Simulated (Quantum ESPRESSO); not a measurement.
# GaAs (F-43m): modes at Γ and the response to a field, part 2 of 2

Aim: the zone-centre modes of GaAs (F-43m).

Quantum ESPRESSO 7.5; DFT LDA, scalar-relativistic, plane waves, PseudoDojo norm-conserving pseudopotentials.

So far. Step 2 (A probe with smearing): A gap of 0.28 eV on this mesh is too small to trust, so smearing is kept; the start stands at -2.1 GPa. Step 4 (Ground state): The cell stands at -0.15 GPa, close enough for phonons. The relaxed cell has a = 5.601 Å (conventional setting).

## 6. Linear response at Γ

At q = 0 one unit cell holds all displacements; symmetry groups them into irreducible representations that are solved one by one. The response to a field gives ε∞ and the Born charges, which polar modes need.

ph.in reads:

```
phonons
&inputph
   prefix = 'x'
   outdir = './tmp'
   fildyn = 'g.dyn'
   tr2_ph = 1.0d-18
   epsil = .true.
/
0.000000000000 0.000000000000 0.000000000000
```

Run with:

```sh
OMP_NUM_THREADS=1 mpirun -n 4 ph.x -nk 4 -in ph.in > ph.out
```

Log:

```text
[banners, grids, parts of the stress and lines that vanish by symmetry left out]
[banner, memory and clock lines left out]
Program PHONON v.7.5

     ./tmp/x.save/

     IMPORTANT: XC functional enforced from input :
     Exchange-correlation= PW
                           (   1   4   0   0   0   0   0)
     Any further DFT definition will be discarded
     Please, verify this is what you really want

     G-vector sticks info

     Reading collected, re-writing distributed wavefunctions in ./tmp/

     Number and degeneracy of irreps per q-point
       N         xq(1)         xq(2)         xq(3)   N irreps
       1   0.000000000   0.000000000   0.000000000       2
        3   3

     Calculation of q =    0.0000000   0.0000000   0.0000000

     phonons

     bravais-lattice index     =            0
     lattice parameter (alat)  =       7.4843  a.u.
     unit-cell volume          =     296.4440 (a.u.)^3
     number of atoms/cell      =            2
     number of atomic types    =            2
     kinetic-energy cut-off    =      80.0000  Ry
     charge density cut-off    =     320.0000  Ry
     convergence threshold     =      1.0E-18
     beta                      =       0.7000
     number of iterations used =            4
     Exchange-correlation= PW
                           (   1   4   0   0   0   0   0)

     celldm(1)=    7.48432  celldm(2)=    0.00000  celldm(3)=    0.00000
     celldm(4)=    0.00000  celldm(5)=    0.00000  celldm(6)=    0.00000

     crystal axes: (cart. coord. in units of alat)
               a(1) = (  0.0000  0.7071  0.7071 )
               a(2) = (  0.7071  0.0000  0.7071 )
               a(3) = (  0.7071  0.7071  0.0000 )

     reciprocal axes: (cart. coord. in units 2 pi/alat)
               b(1) = ( -0.7071  0.7071  0.7071 )
               b(2) = (  0.7071 -0.7071  0.7071 )
               b(3) = (  0.7071  0.7071 -0.7071 )

     Atoms inside the unit cell:

     Cartesian axes

     site n.  atom      mass           positions (alat units)
        1  Ga     69.7230   tau(    1) = (    0.00000    0.00000    0.00000  )
        2  As     74.9216   tau(    2) = (    0.35355    0.35355    0.35355  )

     Computing dynamical matrix for
                    q = (   0.0000000   0.0000000   0.0000000 )

     25 Sym.Ops. (with q -> -q+G )

     G cutoff =  454.0413  (  28763 G-vectors)     FFT grid: ( 45, 45, 45)
     number of k points=    47
                       cart. coord. in units 2pi/alat
        k(    1) = (   0.0000000   0.0000000   0.0000000), wk =   0.0020000
        k(    2) = (   0.0707107   0.0707107  -0.0707107), wk =   0.0160000
        k(    3) = (   0.1414214   0.1414214  -0.1414214), wk =   0.0160000
        [... further k-points left out ...]

     PseudoPot. # 1 for Ga read from file:
     ./pseudo/Ga.upf
     Pseudo is Norm-conserving + core correction, Zval = 13.0
     Using radial grid of 1858 points,  6 beta functions with:
                l(1) =   0
                l(2) =   0
                l(3) =   1
                l(4) =   1
                l(5) =   2
                l(6) =   2

     PseudoPot. # 2 for As read from file:
     ./pseudo/As.upf
     Pseudo is Norm-conserving + core correction, Zval = 15.0
     Using radial grid of 1326 points,  6 beta functions with:
                l(1) =   0
                l(2) =   0
                l(3) =   1
                l(4) =   1
                l(5) =   2
                l(6) =   2

     Mode symmetry, T_d (-43m)  point group:

     Electric field:
     Dielectric constant
     Born effective charges as d Force / d E

     Atomic displacements:
     There are    2 irreducible representations

     Representation     1      3 modes -  To be done

     Representation     2      3 modes -  To be done

     Alpha used in Ewald sum =   2.8000

     Electric Fields Calculation

      iter #   1   av.it.:   8.7
      thresh= 1.000E-02 alpha_mix =  0.700 |ddv_scf|^2 =  1.152E-07

      iter #   2   av.it.:  15.9
      thresh= 3.394E-05 alpha_mix =  0.700 |ddv_scf|^2 =  4.148E-09

      iter #   3   av.it.:  16.0
      thresh= 6.440E-06 alpha_mix =  0.700 |ddv_scf|^2 =  4.158E-10

      iter #   4   av.it.:  16.0
      thresh= 2.039E-06 alpha_mix =  0.700 |ddv_scf|^2 =  1.029E-11

      iter #   5   av.it.:  16.0
      thresh= 3.208E-07 alpha_mix =  0.700 |ddv_scf|^2 =  1.005E-13

      iter #   6   av.it.:  16.6
      thresh= 3.170E-08 alpha_mix =  0.700 |ddv_scf|^2 =  1.168E-14

      iter #   7   av.it.:  16.4
      thresh= 1.081E-08 alpha_mix =  0.700 |ddv_scf|^2 =  9.458E-17

      iter #   8   av.it.:  16.6
      thresh= 9.725E-10 alpha_mix =  0.700 |ddv_scf|^2 =  1.640E-18

      iter #   9   av.it.:  16.3
      thresh= 1.281E-10 alpha_mix =  0.700 |ddv_scf|^2 =  5.128E-20

     End of electric fields calculation

          Dielectric constant in cartesian axis

          (      23.609064258       0.000000000       0.000000000 )
          (       0.000000000      23.609064258       0.000000000 )
          (       0.000000000      -0.000000000      23.609064258 )

          Effective charges (d Force / dE) in cartesian axis without acoustic sum rule applied (asr)

           atom    1  Ga    Mean Z*:        2.06862
      Ex  (        2.06862        0.00000        0.00000 )
      Ey  (        0.00000        2.06862        0.00000 )
      Ez  (        0.00000       -0.00000        2.06862 )
           atom    2  As    Mean Z*:       -2.19024
      Ex  (       -2.19024       -0.00000        0.00000 )
      Ey  (        0.00000       -2.19024        0.00000 )
      Ez  (        0.00000        0.00000       -2.19024 )

          Effective charges Sum: Mean:       -0.12162
             -0.12162        0.00000        0.00000
              0.00000       -0.12162        0.00000
              0.00000        0.00000       -0.12162

          Effective charges (d Force / dE) in cartesian axis with asr applied:
           atom    1  Ga    Mean Z*:        2.12943
      E*x (        2.12943        0.00000       -0.00000 )
      E*y (       -0.00000        2.12943       -0.00000 )
      E*z (       -0.00000       -0.00000        2.12943 )
           atom    2  As    Mean Z*:       -2.12943
      E*x (       -2.12943       -0.00000        0.00000 )
      E*y (        0.00000       -2.12943        0.00000 )
      E*z (        0.00000        0.00000       -2.12943 )

     Representation #   1 modes #   1   2   3

     Self-consistent Calculation

      iter #   1   av.it.:  10.3
      thresh= 1.000E-02 alpha_mix =  0.700 |ddv_scf|^2 =  4.355E-06

      iter #   2   av.it.:  16.5
      thresh= 2.087E-04 alpha_mix =  0.700 |ddv_scf|^2 =  1.100E-06

      iter #   3   av.it.:  16.0
      thresh= 1.049E-04 alpha_mix =  0.700 |ddv_scf|^2 =  7.290E-10

      iter #   4   av.it.:  16.2
      thresh= 2.700E-06 alpha_mix =  0.700 |ddv_scf|^2 =  8.497E-11

      iter #   5   av.it.:  16.1
      thresh= 9.218E-07 alpha_mix =  0.700 |ddv_scf|^2 =  7.079E-13

[...]
End of self-consistent calculation

     Convergence has been achieved

     Representation #   2 modes #   4   5   6

     Self-consistent Calculation

[...]
iter #   3   av.it.:  15.8
      thresh= 9.074E-05 alpha_mix =  0.700 |ddv_scf|^2 =  6.009E-10

      iter #   4   av.it.:  16.9
      thresh= 2.451E-06 alpha_mix =  0.700 |ddv_scf|^2 =  3.970E-11

      iter #   5   av.it.:  16.0
      thresh= 6.301E-07 alpha_mix =  0.700 |ddv_scf|^2 =  2.635E-12

      iter #   6   av.it.:  16.4
      thresh= 1.623E-07 alpha_mix =  0.700 |ddv_scf|^2 =  5.261E-15

      iter #   7   av.it.:  15.9
      thresh= 7.253E-09 alpha_mix =  0.700 |ddv_scf|^2 =  2.504E-16

      iter #   8   av.it.:  16.3
      thresh= 1.582E-09 alpha_mix =  0.700 |ddv_scf|^2 =  4.156E-18

      iter #   9   av.it.:  16.4
      thresh= 2.039E-10 alpha_mix =  0.700 |ddv_scf|^2 =  2.957E-20

     End of self-consistent calculation

     Convergence has been achieved

     Number of q in the star =    1
     List of q in the star:
          1   0.000000000   0.000000000   0.000000000

          Dielectric constant in cartesian axis

          (      23.609064258       0.000000000       0.000000000 )
          (       0.000000000      23.609064258       0.000000000 )
          (       0.000000000      -0.000000000      23.609064258 )

          Effective charges (d Force / dE) in cartesian axis without acoustic sum rule applied (asr)

           atom    1  Ga    Mean Z*:        2.06862
      Ex  (        2.06862        0.00000        0.00000 )
      Ey  (        0.00000        2.06862        0.00000 )
      Ez  (        0.00000       -0.00000        2.06862 )
           atom    2  As    Mean Z*:       -2.19024
      Ex  (       -2.19024       -0.00000        0.00000 )
      Ey  (        0.00000       -2.19024        0.00000 )
      Ez  (        0.00000        0.00000       -2.19024 )

          Effective charges Sum: Mean:       -0.12162
             -0.12162        0.00000        0.00000
              0.00000       -0.12162        0.00000
              0.00000        0.00000       -0.12162

          Effective charges (d Force / dE) in cartesian axis with asr applied:
           atom    1  Ga    Mean Z*:        2.12943
      E*x (        2.12943        0.00000       -0.00000 )
      E*y (       -0.00000        2.12943       -0.00000 )
      E*z (       -0.00000       -0.00000        2.12943 )
           atom    2  As    Mean Z*:       -2.12943
      E*x (       -2.12943       -0.00000        0.00000 )
      E*y (        0.00000       -2.12943        0.00000 )
      E*z (        0.00000        0.00000       -2.12943 )

     Diagonalizing the dynamical matrix

     q = (    0.000000000   0.000000000   0.000000000 )

 **************************************************************************
     freq (    1) =      -0.052253 [THz] =      -1.742964 [cm-1]
     freq (    2) =      -0.052253 [THz] =      -1.742964 [cm-1]
     freq (    3) =      -0.052253 [THz] =      -1.742964 [cm-1]
     freq (    4) =       8.069049 [THz] =     269.154496 [cm-1]
     freq (    5) =       8.069049 [THz] =     269.154496 [cm-1]
     freq (    6) =       8.069049 [THz] =     269.154496 [cm-1]
 **************************************************************************

     Mode symmetry, T_d (-43m)  point group:

     freq (   1-   3) =         -1.7  [cm-1]   --> T_2  G_15 P_4   I+R
     freq (   4-   6) =        269.2  [cm-1]   --> T_2  G_15 P_4   I+R
```

The job ended after 3.9 min (4 MPI ranks of Intel Xeon 6975P-C (Granite Rapids), shared host; 16 min of CPU time).

This step gave:

```yaml
miss_of_the_charge_sum_rule: 0.1216 e
largest_acoustic_frequency_at_the_zone_centre_before_the_sum_rule: -1.74 cm⁻¹
highest_optical_zone_centre_mode_no_lo_to_term: 269.1 cm⁻¹
lowest_optical_zone_centre_mode: 269.1 cm⁻¹
mean_high_frequency_dielectric_constant: 23.61
largest_born_charge_in_size_third_of_the_trace: 2.190 e
```

Born charge (rows field, columns displacement), before the sum rule (e), principal values of the symmetric part by kind of site:

| atom | atoms with these values | low | middle | high | mean |
| --- | --- | --- | --- | --- | --- |
| Ga1 | 1 | 2.07 | 2.07 | 2.07 | 2.07 |
| As2 | 1 | -2.19 | -2.19 | -2.19 | -2.19 |

In full for As2:

```
-2.19  0.00  0.00
 0.00 -2.19  0.00
 0.00  0.00 -2.19
```

High-frequency dielectric tensor:

```
23.61  0.00  0.00
 0.00 23.61  0.00
 0.00  0.00 23.61
```

The acoustic modes at Γ come out as far as 1.7 cm⁻¹ from zero, where they should vanish, a small numerical error; the Born charges miss their sum rule by 0.12 e, too much: mesh or cutoff is short for the field response.

## 7. Zone-centre analysis

A rigid shift of the crystal must cost nothing, but grids and finite bases break this; the acoustic sum rule is imposed before the matrix is diagonalised again. With Born charges the intensities follow, and the static dielectric tensor.

dynmat.in reads:

```
&input
   fildyn = 'g.dyn'
   asr = 'simple'
   fileig = 'dynmat.eig'
   lperm = .true.
/
```

Run with:

```sh
dynmat.x -in dynmat.in > dynmat.out
```

Log:

```text
[banner, memory and clock lines left out]
Program DYNMAT v.7.5

     Reading Dynamical Matrix from file g.dyn
     ...Force constants read
     ...epsilon and Z* read
     A direction for q was not specified:TO-LO splitting will be absent

     Polarizability (A^3 units)
     multiply by 0.117146 for Clausius-Mossotti correction
        79.034870    0.000000    0.000000
         0.000000   79.034870   -0.000000
         0.000000    0.000000   79.034870

     IR activities are in (D/A)^2/amu units

# mode   [cm-1]    [THz]      IR
    1     -0.00   -0.0000    0.0000
    2     -0.00   -0.0000    0.0000
    3     -0.00   -0.0000    0.0000
    4    269.16    8.0692    2.8968
    5    269.16    8.0692    2.8968
    6    269.16    8.0692    2.8968

Electronic dielectric permittivity tensor (relative, adimensional)
        23.609064    0.000000    0.000000
         0.000000   23.609064   -0.000000
         0.000000    0.000000   23.609064

 ... with zone-center polar mode contributions
        25.550406   -0.000000   -0.000000
        -0.000000   25.550406   -0.000000
        -0.000000   -0.000000   25.550406
```

Elapsed: 0.62 s, on 1 thread.

This step gave:

```
highest optical zone-centre mode (no LO-TO term) : 269.2 cm⁻¹
lowest optical zone-centre mode                  : 269.2 cm⁻¹
mean static dielectric constant                  : 25.55
```

Unit eigenvectors of the mass-weighted matrix after the sum rule; no LO-TO term. Modes at Γ, with each element's share of the kinetic energy:

| mode | frequency (cm⁻¹) | symmetry | Ga % | As % |
| --- | --- | --- | --- | --- |
| 1 | 0.0 | acoustic | 48 | 52 |
| 2 | 0.0 | acoustic | 48 | 52 |
| 3 | 0.0 | acoustic | 48 | 52 |
| 4 | 269.2 | T2 | 52 | 48 |
| 5 | 269.2 | T2 | 52 | 48 |
| 6 | 269.2 | T2 | 52 | 48 |

Displacements in mode 4 (269.2 cm⁻¹), the largest set to 1:
```
Ga1  0.00  1.00  0.00
As2  0.00 -0.93  0.00
```

Degenerate modes summed, no LO-TO term. Infrared lines, with heights relative to the strongest:

| position (cm⁻¹) | lines merged | label | IR intensity, relative |
| --- | --- | --- | --- |
| 269 | 3 | T2 | 100 |

Static dielectric tensor (ions relaxed, fixed cell):

```
25.55  0.00  0.00
 0.00 25.55  0.00
 0.00  0.00 25.55
```

The rule moves no optical mode by more than 0.1 cm⁻¹.

## 8. The LO-TO splitting (1 0 0)

A longitudinal polar mode sets up a macroscopic field that stiffens it; the term hangs on the direction from which q goes to zero.

dynmat.in reads:

```
&input
   fildyn = 'g.dyn'
   asr = 'simple'
   fileig = 'dynmat.eig'
   q(1) = 1.0
   q(2) = 0.0
   q(3) = 0.0
/
```

Run with:

```sh
dynmat.x -in dynmat.in > dynmat.out
```

Log:

```text
[banner, memory and clock lines left out]
Program DYNMAT v.7.5

     Reading Dynamical Matrix from file g.dyn
     ...Force constants read
     ...epsilon and Z* read

     Polarizability (A^3 units)
     multiply by 0.117146 for Clausius-Mossotti correction
        79.034870    0.000000    0.000000
         0.000000   79.034870   -0.000000
         0.000000    0.000000   79.034870

     IR activities are in (D/A)^2/amu units

# mode   [cm-1]    [THz]      IR
    1     -0.00   -0.0000    0.0000
    2     -0.00   -0.0000    0.0000
    3      0.00    0.0000    0.0000
    4    269.16    8.0692    2.8968
    5    269.16    8.0692    2.8968
    6    280.01    8.3944    2.8968
```

It took 0.61 s on 1 thread.

Read from the output:

```yaml
highest_mode_moved_by_the_lo_to_term: 280.0 cm⁻¹
```

Zone-centre frequencies as printed; negative means imaginary. Modes:

| mode | frequency (cm⁻¹) |
| --- | --- |
| 1 | 0 |
| 2 | 0 |
| 3 | 0 |
| 4 | 269.2 |
| 5 | 269.2 |
| 6 | 280 |

The field moves one mode, from 269 to 280 cm⁻¹; the others stay.

## 9. What came out

```
space group after relaxation                                                            : F-43m
volume per atom                                                                         : 22.0 Å³
gap on the k-mesh                                                                       : 0.492 eV
highest optical zone-centre mode (no LO-TO term)                                        : 269.2 cm⁻¹
highest mode moved by the LO-TO term (probably not converged in the k mesh)             : 280.0 cm⁻¹
mean high-frequency dielectric constant (probably not converged in the k mesh)          : 23.6
largest Born charge in size (third of the trace) (probably not converged in the k mesh) : 2.19 e
mean static dielectric constant (probably not converged in the k mesh)                  : 25.6
imaginary optical modes at the zone centre (no q mesh in this session)                  : none
```

At the LDA level the optical modes of GaAs (F-43m) at the zone centre (no LO-TO term) lie at 269 cm⁻¹. Along the directions run, the highest mode that the macroscopic field moves lies at 280 cm⁻¹. Lattice motion raises the mean dielectric constant from 23.61 to 25.55. The Born charges miss their sum rule by 0.12 e, a sign that the k mesh or the cutoff is short for the field response. ε∞, the Born charges and what follows from them are probably not converged in the k mesh. The Lyddane-Sachs-Teller relation holds: (ωLO/ωTO)² is 1.08 and ε₀/ε∞ is 1.08. Left out of this account: PBE with PseudoDojo NC, since it is gradient-corrected and no frozen-mode check or second program bears its response out; PBEsol with PseudoDojo NC, since it is gradient-corrected and no frozen-mode check or second program bears its response out. What is said of the levels holds for those shown. These are harmonic frequencies at zero temperature: anharmonic shifts and linewidths and thermal expansion are left out.

[Host names and launcher messages were left out of these logs when they were recorded.]

[Logs are printed without paths, hosts, clocks, repeated set-up lines and the standing remarks that a program may print on its own settings, such as how far it seeks lower states.]

[Hosts, paths, dates, database ids (printed as entryN), source tags and the programs' standing remarks are cut or masked in the printed files.]
